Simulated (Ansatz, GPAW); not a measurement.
# The basis that the transmission of a C chain with two Ti atoms in line needs, part 2 of 2

Wanted: the zero-bias transmission of a C chain with two Ti atoms in line on a ladder of levels, with run times.

GPAW 26.7.0 and Ansatz 0.2.0; Ansatz plane waves; Landauer transmission by layers, zero bias (the session's first sound run).

So far, transmission at the Fermi level (one spin): step 2 (plane-wave reference (PBE)) 2.00; step 3 (GPAW, dzp, PBE, GPAW) 1.99.

## 4. GPAW, szp: basis = "szp(dzp)"

Level of this step: GPAW LCAO, PAW setups; Landauer transmission from Green's functions with principal layers (ASE), zero bias (GPAW).

One radial function a shell plus polarisation makes the matrices smaller; the question is what that costs.

The input, run.py:

```python
import json
import numpy as np
from ase import Atoms
from ase.transport.calculators import TransportCalculator
from gpaw import GPAW, FermiDirac
from gpaw.lcao.tools import get_lcao_hamiltonian
from scipy.linalg import eigh

# The junction with lead layers at both ends, along the third cell vector
device = Atoms(
    ['C', 'C', 'C', 'C', 'C', 'C', 'Ti', 'Ti', 'C', 'C', 'C', 'C', 'C', 'C'],
    positions=[
        [4.50000, 4.50000, 0.64000],
        [4.50000, 4.50000, 1.92000],
        [4.50000, 4.50000, 3.20000],
        [4.50000, 4.50000, 4.48000],
        [4.50000, 4.50000, 5.76000],
        [4.50000, 4.50000, 7.04000],
        [4.50000, 4.50000, 8.73910],
        [4.50000, 4.50000, 11.03910],
        [4.50000, 4.50000, 12.73820],
        [4.50000, 4.50000, 14.01820],
        [4.50000, 4.50000, 15.29820],
        [4.50000, 4.50000, 16.57820],
        [4.50000, 4.50000, 17.85820],
        [4.50000, 4.50000, 19.13820]],
    cell=[[9.0, 0.0, 0.0], [0.0, 9.0, 0.0], [0.0, 0.0, 19.7782]],
    pbc=True)

# One principal layer of the lead: the first 4 atoms of the device
lead = Atoms(
    ['C', 'C', 'C', 'C'],
    positions=[
        [4.50000, 4.50000, 0.64000],
        [4.50000, 4.50000, 1.92000],
        [4.50000, 4.50000, 3.20000],
        [4.50000, 4.50000, 4.48000]],
    cell=[[9.0, 0.0, 0.0], [0.0, 9.0, 0.0], [0.0, 0.0, 5.12]],
    pbc=True)

settings = dict(mode='lcao', basis='szp(dzp)', xc='PBE', h=0.2,
                occupations=FermiDirac(0.1), maxiter=250,
                mixer=dict(beta=0.1, nmaxold=8, weight=100.0),
                convergence=dict(density=0.0001))
energies = np.arange(-2, 2 + 1e-9, 0.05)
eta = 0.0001
n1, n2 = 1, 1
# k and -k transmit alike, so half of the mesh across the current serves
mesh = [(i, j) for i in range(n1) for j in range(n2) if (i, j) <= (-i % n1, -j % n2)]
weights = np.array([1 if (i, j) == (-i % n1, -j % n2) else 2 for i, j in mesh]) / (n1 * n2)

# [... helper functions left out ...]
fermi_lead = ground_state(lead, (1, 1, 22), 'lead.txt')
fermi_device = ground_state(device, (1, 1, 4), 'device.txt')
# [... loop over the mesh left out, but for ...]
        # Shift the lead onto the potential of the device's first layer
        shift = ((H[:, 0, 0] - H0[:, 0, 0]) / S0[0, 0]).real.mean()
# [...]
kT = 8.617333e-5 * 200
bias = [0.1, 0.2, 0.5, 1.0, 1.5, 2.0]
# [... integrals and printing left out ...]
```

The run is started by

```bash
$ OMP_NUM_THREADS=1 OPENBLAS_NUM_THREADS=2 python run.py
```

Output:

```text
basis functions: device 140, principal layer 36
Fermi level: lead -6.8417 eV, device -5.1418 eV; lead shifted by -0.0908 eV
largest coupling past the next layer 1.03e-04 eV, largest misfit of the first layer 0.178 eV
  E-E_F (eV)   T (one spin)  channels
    -2.000    2.8560e-01    2.0000
    -1.950    3.0996e-01    2.0000
    -1.900    3.3621e-01    2.0000
    -1.850    3.6447e-01    2.0000
    -1.800    3.9489e-01    2.0000
    -1.750    4.2760e-01    2.0000
    -1.700    4.6274e-01    2.0000
    -1.650    5.0045e-01    2.0000
    -1.600    5.4087e-01    2.0000
    -1.550    5.8411e-01    2.0000
    -1.500    6.3028e-01    2.0000
    -1.450    6.7945e-01    2.0000
    -1.400    7.3165e-01    2.0000
    -1.350    7.8686e-01    2.0000
    -1.300    8.4502e-01    2.0000
    -1.250    9.0599e-01    2.0000
[...]
1.650    1.5764e+00    2.0000
     1.700    1.5599e+00    2.0000
     1.750    1.5433e+00    2.0000
     1.800    1.5267e+00    2.0000
     1.850    1.5100e+00    2.0000
     1.900    1.4933e+00    2.0000
     1.950    1.4765e+00    2.0000
     2.000    1.4596e+00    2.0000
conductance at 200 K: 1.998 G0 a cell; thermopower 0.04002 uV/K
current from the zero-bias T(E) at 0.1 V: 15.477 uA
current from the zero-bias T(E) at 0.2 V: 30.937 uA
current from the zero-bias T(E) at 0.5 V: 77.029 uA
current from the zero-bias T(E) at 1.0 V: 151.72 uA
current from the zero-bias T(E) at 1.5 V: 221.49 uA
current from the zero-bias T(E) at 2.0 V: 284.09 uA
```

Run time: 21 s. Hardware: 2 threads of Intel Xeon 6975P-C (Granite Rapids), shared host; peak memory 0.66 GiB.

This step gave:

| Quantity | Value |
| --- | --- |
| conductance | 1.998 G₀ |
| largest misfit of the first principal layer | 0.1783 eV |
| shift that aligns the lead | -0.09076 eV |
| basis functions of the junction | 140 |
| basis functions of a principal layer | 36 |
| transmission at the Fermi level (one spin) | 1.999 |

One spin. Table of transmission, zone mean by energy, zero at the Fermi level:

energy (eV), transmission, zone mean and a bar from the least value:
```
   -2.000       0.29 
   -1.800       0.39 ##
   -1.600       0.54 ####
   -1.400       0.73 ########
   -1.200       0.97 ############
   -1.000       1.24 #################
   -0.800       1.52 ######################
   -0.600       1.75 ##########################
   -0.400       1.90 ############################
   -0.200       1.98 ##############################
    0.000       2.00 ##############################
    0.200       1.98 ##############################
    0.400       1.94 #############################
    0.600       1.89 ############################
    0.800       1.84 ###########################
    1.000       1.78 ##########################
    1.200       1.72 #########################
    1.400       1.66 ########################
    1.600       1.59 #######################
    1.800       1.53 ######################
    2.000       1.46 #####################
```

Crossings of the lead's bands, unfolded to its shortest repeat. The open channels, zone mean stays at 2 for energy from -2 to 2 eV.

Not self-consistent under bias; the bias window is split evenly. The current through one cell, from the zero-bias transmission by bias:

```tsv
bias (V)	current through one cell, from the zero-bias transmission (μA)
0.100	15.5
0.200	30.9
0.500	77.0
1.000	152
1.500	221
2.000	284
```

The transmission of the three most open eigenchannels by energy, zero at the Fermi level:

```tsv
energy (eV)	channel 1 = channel 2	channel 3
-2.00	0.143	0
-1.90	0.168	0
-1.80	0.197	0
-1.70	0.231	0
-1.55	0.292	0
-1.45	0.340	0
-1.35	0.393	0
-1.25	0.453	0
-1.15	0.518	0
-1.05	0.586	0
-0.90	0.691	0
-0.80	0.758	0
-0.70	0.820	0
-0.60	0.873	0
-0.50	0.918	0
-0.40	0.951	0
-0.25	0.984	0
-0.15	0.995	0
-0.05	0.999	0
0.00	0.999	0
0.05	0.998	0
0.15	0.993	0
0.25	0.986	0
0.40	0.971	0
0.50	0.959	0
0.60	0.947	0
0.70	0.933	0
0.80	0.920	0
0.90	0.906	0
1.05	0.883	0
1.15	0.868	0
1.25	0.853	0
1.35	0.837	0
1.45	0.821	0
1.55	0.805	0
1.70	0.780	0
1.80	0.763	0
1.90	0.747	0
2.00	0.730	0
```

The conductance, 2.00 G₀, lies 0.3 % above that of the dzp run.

## 5. Minimal basis

One function for each valence shell of the setup, as for a first survey of a large system.

run.py: that of step 4 with these lines changed.

```diff
@@ -40,3 +40,3 @@
 
-settings = dict(mode='lcao', basis='szp(dzp)', xc='PBE', h=0.2,
+settings = dict(mode='lcao', basis='sz(dzp)', xc='PBE', h=0.2,
                 occupations=FermiDirac(0.1), maxiter=250,
```

Output:

```text
basis functions: device 74, principal layer 16
Fermi level: lead -7.7027 eV, device -5.6078 eV; lead shifted by -0.1105 eV
largest coupling past the next layer 1.04e-04 eV, largest misfit of the first layer 0.132 eV
  E-E_F (eV)   T (one spin)  channels
    -2.000    2.9354e-01    2.0000
    -1.950    3.1777e-01    2.0000
    -1.900    3.4380e-01    2.0000
[...]
1.950    1.5656e+00    2.0000
     2.000    1.5498e+00    2.0000
conductance at 200 K: 1.9981 G0 a cell; thermopower 0.03637 uV/K
current from the zero-bias T(E) at 0.1 V: 15.479 uA
current from the zero-bias T(E) at 0.2 V: 30.942 uA
current from the zero-bias T(E) at 0.5 V: 77.081 uA
current from the zero-bias T(E) at 1.0 V: 152.07 uA
current from the zero-bias T(E) at 1.5 V: 222.46 uA
current from the zero-bias T(E) at 2.0 V: 285.96 uA
```

The job ended after 17 s (2 threads; peak memory 0.62 GiB).

Numbers from this step:

```
largest coupling past the next principal layer : 1.04e-4 eV
largest misfit of the first principal layer    : 0.1323 eV
shift that aligns the lead                     : -0.1105 eV
basis functions of the junction                : 74
basis functions of a principal layer           : 16
```

One spin. The transmission, zone mean by energy, zero at the Fermi level:

```tsv
energy (eV)	transmission, zone mean
-2.000	0.294
-1.800	0.402
-1.600	0.546
-1.400	0.734
-1.200	0.972
-1.000	1.25
-0.800	1.52
-0.600	1.76
-0.400	1.91
-0.200	1.98
0.000	2.00
0.200	1.98
0.400	1.95
0.600	1.91
0.800	1.87
1.000	1.83
1.200	1.78
1.400	1.73
1.600	1.67
1.800	1.61
2.000	1.55
```

The conductance, 2.00 G₀, lies 0.3 % above that of the dzp run.

## 6. LDA in the dzp basis: xc = "LDA"

Back in the dzp basis, the functional changes from PBE to LDA, to set the spread between functionals beside that between bases.

run.py: that of step 5 with these lines changed.

```diff
@@ -40,3 +40,3 @@
 
-settings = dict(mode='lcao', basis='sz(dzp)', xc='PBE', h=0.2,
+settings = dict(mode='lcao', basis='dzp', xc='LDA', h=0.2,
                 occupations=FermiDirac(0.1), maxiter=250,
```

Output:

```text
basis functions: device 214, principal layer 52
Fermi level: lead -4.4526 eV, device -3.8901 eV; lead shifted by -0.0501 eV
largest coupling past the next layer 1.02e-04 eV, largest misfit of the first layer 0.031 eV
  E-E_F (eV)   T (one spin)  channels
    -2.000    2.1716e-01    2.0000
    -1.950    2.3676e-01    2.0000
    -1.900    2.5814e-01    2.0000
[...]
1.950    8.7066e-01    2.0000
     2.000    8.4016e-01    2.0000
conductance at 200 K: 1.9967 G0 a cell; thermopower 0.1288 uV/K
current from the zero-bias T(E) at 0.1 V: 15.465 uA
current from the zero-bias T(E) at 0.2 V: 30.897 uA
current from the zero-bias T(E) at 0.5 V: 76.671 uA
current from the zero-bias T(E) at 1.0 V: 149.32 uA
current from the zero-bias T(E) at 1.5 V: 214.4 uA
current from the zero-bias T(E) at 2.0 V: 269.73 uA
```

Run time: 27 s. Hardware: 2 threads; peak memory 0.68 GiB.

This step gave:

```
conductance                                    : 1.997 G₀
largest coupling past the next principal layer : 1.02e-4 eV
largest misfit of the first principal layer    : 0.03081 eV
shift that aligns the lead                     : -0.05007 eV
basis functions of the junction                : 214
basis functions of a principal layer           : 52
transmission at the Fermi level (one spin)     : 1.998
```

The conductance, 2.00 G₀, lies 0.2 % above that of the dzp run.

## 7. Cost and result by level

Times are for 2 threads of Intel Xeon 6975P-C (Granite Rapids), shared host. Results by setting:

```tsv
no.	run	conductance (G₀)	time	memory (GiB)
1	dzp	1.992	32 s	0.68
2	szp	1.998	21 s	0.66
3	sz	1.998	17 s	0.62
4	dzp LDA	1.997	27 s	0.68
```

## 8. Comparison

The curves are compared point by point over the common energies.

This step: comparison of transmission and cost over codes and levels (GPAW 26.7.0).

Ladder, by row:

```tsv
step	code	T at the Fermi level (sum over the listed spins)	conductance (G0)	r.m.s. T(E) from the first	wall time (s)	peak memory (GiB)	threads
pw-pbe	Ansatz	1.999	-	0	45.73	1.705	2
dzp	GPAW	1.993	1.992	0.04653	31.7	0.68	2
szp	GPAW	1.999	1.998	0.2304	21.28	0.66	2
sz	GPAW	1.999	1.998	0.2691	16.64	0.62	2
dzp-LDA	GPAW	1.998	1.997	0.03231	27.03	0.68	2
```

Transmission, zone mean, sum over the listed spins against energy, zero at the Fermi level:

```tsv
energy (eV)	pw-pbe	dzp	szp	sz	dzp-LDA
-2.000	0.224	0.227	0.286	0.294	0.217
-1.800	0.315	0.321	0.395	0.402	0.307
-1.600	0.442	0.453	0.541	0.546	0.433
-1.400	0.616	0.633	0.732	0.734	0.604
-1.200	0.842	0.867	0.970	0.972	0.828
-1.000	1.11	1.14	1.24	1.25	1.10
-0.800	1.40	1.44	1.52	1.52	1.39
-0.600	1.66	1.70	1.75	1.76	1.66
-0.400	1.86	1.89	1.90	1.91	1.86
-0.200	1.97	1.98	1.98	1.98	1.97
-0.100	2.00	2.00	2.00	2.00	1.99
-0.050	2.00	2.00	2.00	2.00	2.00
0.000	2.00	1.99	2.00	2.00	2.00
0.200	1.96	1.94	1.98	1.98	1.96
0.400	1.87	1.84	1.94	1.95	1.87
0.600	1.76	1.72	1.89	1.91	1.76
0.800	1.64	1.59	1.84	1.87	1.63
1.000	1.51	1.46	1.78	1.83	1.49
1.200	1.39	1.33	1.72	1.78	1.36
1.400	1.27	1.20	1.66	1.73	1.22
1.600	1.16	1.07	1.59	1.67	1.09
1.800	1.04	0.951	1.53	1.61	0.964
2.000	0.933	0.833	1.46	1.55	0.840
```

## 9. Broadening 0.001, potential alignment off, mixing 0.15: eta = 0.001, align = false, beta = 0.15 and nmaxold = 12

The broadening keeps the Green's functions finite; too large a value absorbs electrons where channels are open and leaks them where none are. Without the shift, lead and junction are matched by their Fermi levels alone. Mixing changes the road to self-consistency, not its end. The mixing history changes the road to self-consistency, not its end.

This step: GPAW LCAO, PAW setups; Landauer transmission from Green's functions with principal layers (ASE), zero bias (GPAW 26.7.0).

run.py: that of step 6 with these lines changed.

```diff
@@ -40,8 +40,8 @@
 
-settings = dict(mode='lcao', basis='dzp', xc='LDA', h=0.2,
+settings = dict(mode='lcao', basis='dzp', xc='PBE', h=0.2,
                 occupations=FermiDirac(0.1), maxiter=250,
-                mixer=dict(beta=0.1, nmaxold=8, weight=100.0),
+                mixer=dict(beta=0.15, nmaxold=12, weight=100.0),
                 convergence=dict(density=0.0001))
 energies = np.arange(-2, 2 + 1e-9, 0.05)
-eta = 0.0001
+eta = 0.001
 n1, n2 = 1, 1
@@ -55,4 +55,4 @@
 # [... loop over the mesh left out, but for ...]
-        # Shift the lead onto the potential of the device's first layer
-        shift = ((H[:, 0, 0] - H0[:, 0, 0]) / S0[0, 0]).real.mean()
+        # Lead and device are aligned by their Fermi levels alone
+        shift = 0.0
 # [...]
```

Output:

```text
basis functions: device 214, principal layer 52
Fermi level: lead -4.2215 eV, device -3.6660 eV; lead shifted by 0.0000 eV
largest coupling past the next layer 1.03e-04 eV, largest misfit of the first layer 0.077 eV
  E-E_F (eV)   T (one spin)  channels
    -2.000    2.2766e-01    2.0000
    -1.950    2.4775e-01    2.0000
    -1.900    2.6958e-01    2.0000
    -1.850    2.9330e-01    2.0000
    -1.800    3.1907e-01    2.0000
    -1.750    3.4707e-01    2.0000
    -1.700    3.7746e-01    2.0000
    -1.650    4.1044e-01    2.0000
    -1.600    4.4617e-01    2.0000
    -1.550    4.8484e-01    2.0000
    -1.500    5.2662e-01    2.0000
    -1.450    5.7166e-01    2.0000
    -1.400    6.2008e-01    2.0000
    -1.350    6.7199e-01    2.0000
    -1.300    7.2741e-01    2.0000
    -1.250    7.8634e-01    2.0000
[...]
1.650    1.0309e+00    2.0000
     1.700    9.9942e-01    2.0000
     1.750    9.6830e-01    2.0000
     1.800    9.3758e-01    2.0000
     1.850    9.0725e-01    2.0000
     1.900    8.7730e-01    2.0000
     1.950    8.4773e-01    2.0000
     2.000    8.1853e-01    2.0000
conductance at 200 K: 1.9802 G0 a cell; thermopower 0.3411 uV/K
current from the zero-bias T(E) at 0.1 V: 15.338 uA
current from the zero-bias T(E) at 0.2 V: 30.647 uA
current from the zero-bias T(E) at 0.5 V: 76.109 uA
current from the zero-bias T(E) at 1.0 V: 148.55 uA
current from the zero-bias T(E) at 1.5 V: 213.73 uA
current from the zero-bias T(E) at 2.0 V: 269.14 uA
```

The job ended after 30 s (2 threads; peak memory 0.74 GiB).

Numbers from this step:

```
conductance                                    : 1.980 G₀
largest coupling past the next principal layer : 1.03e-4 eV
largest misfit of the first principal layer    : 0.07701 eV
shift that aligns the lead                     : 0 eV
transmission at the Fermi level (one spin)     : 1.981
```

One spin. Transmission, zone mean against energy, zero at the Fermi level:

```tsv
energy (eV)	transmission, zone mean
-2.00	0.228
-1.85	0.293
-1.70	0.377
-1.60	0.446
-1.45	0.572
-1.30	0.727
-1.15	0.914
-1.05	1.05
-0.90	1.28
-0.75	1.50
-0.60	1.69
-0.50	1.80
-0.35	1.92
-0.20	1.98
-0.10	1.99
-0.05	1.99
0.00	1.98
0.05	1.97
0.20	1.93
0.35	1.86
0.50	1.78
0.60	1.72
0.75	1.63
0.90	1.53
1.05	1.43
1.15	1.36
1.30	1.26
1.45	1.16
1.60	1.06
1.70	0.999
1.85	0.907
2.00	0.819
```

Crossings of the lead's bands, unfolded to its shortest repeat. The open channels, zone mean stays at 2 for energy from -2 to 2 eV.

Not self-consistent under bias; the bias window is split evenly. The current through one cell, from the zero-bias transmission by bias:

```tsv
bias (V)	current through one cell, from the zero-bias transmission (μA)
0.100	15.3
0.200	30.6
0.500	76.1
1.000	149
1.500	214
2.000	269
```

Table of transmission of the three most open eigenchannels by energy, zero at the Fermi level:

```tsv
energy (eV)	channel 1 = channel 2	channel 3
-2.000	0.114	0
-1.800	0.160	0
-1.600	0.223	0
-1.400	0.310	0
-1.200	0.424	0
-1.000	0.563	0
-0.800	0.713	0
-0.600	0.847	0
-0.400	0.942	0
-0.200	0.988	0
0.000	0.991	0
0.200	0.964	0
0.400	0.918	0
0.600	0.862	0
0.800	0.799	0
1.000	0.732	0
1.200	0.664	0
1.400	0.597	0
1.600	0.531	0
1.800	0.469	0
2.000	0.409	0
```

The conductance, 1.98 G₀, lies 0.6 % below that of the dzp run.

## 10. Results

| Quantity | Value |
| --- | --- |
| conductance | 1.99 G₀ |
| transmission at the Fermi level, mean of the spins | 1.99 |
| thermopower | about 0 (under 1.5 μV/K) |
| open channels of the lead there | 2 |

What this shows: In the dzp basis the junction conducts 1.99 G₀ at 200 K, with T = 1.99 a spin at the Fermi level; the sz basis reaches that conductance within 10 %. Plane waves (PBE) give T = 2.00 there. The junction passes nearly all that the lead offers at the Fermi level. At the Fermi level two eigenchannels carry the current (1.00 and 1.00). Measured against the first run (pw-pbe), the nearest curve is that of dzp-LDA (r.m.s. 0.032) and the farthest that of sz (0.27). Over the compared runs wall time goes from 17 s (sz) to 46 s (pw-pbe), on a shared host. The geometry was built from estimated bond lengths and not relaxed, so the numbers describe this model structure. The run had no spin polarisation, so a magnetic state, which chains and small molecules with open shells often have, wasn't tested. An evenly spaced straight chain is an idealisation: free chains tend to dimerise, zigzag or, where a band edge lies near the Fermi level, turn magnetic. The currents use the zero-bias T(E) throughout, which holds only while the bias is small against the distance to the nearest feature. The energy step is wider than the thermal energy, so the conductance and thermopower rest on interpolation of T(E).

[Logs are printed without paths, hosts, clocks, repeated set-up lines and the standing remarks that a program may print on its own settings, such as how far it seeks lower states.]

[Hosts, paths, dates, database ids (printed as entryN), source tags and the programs' standing remarks are cut or masked in the printed files.]
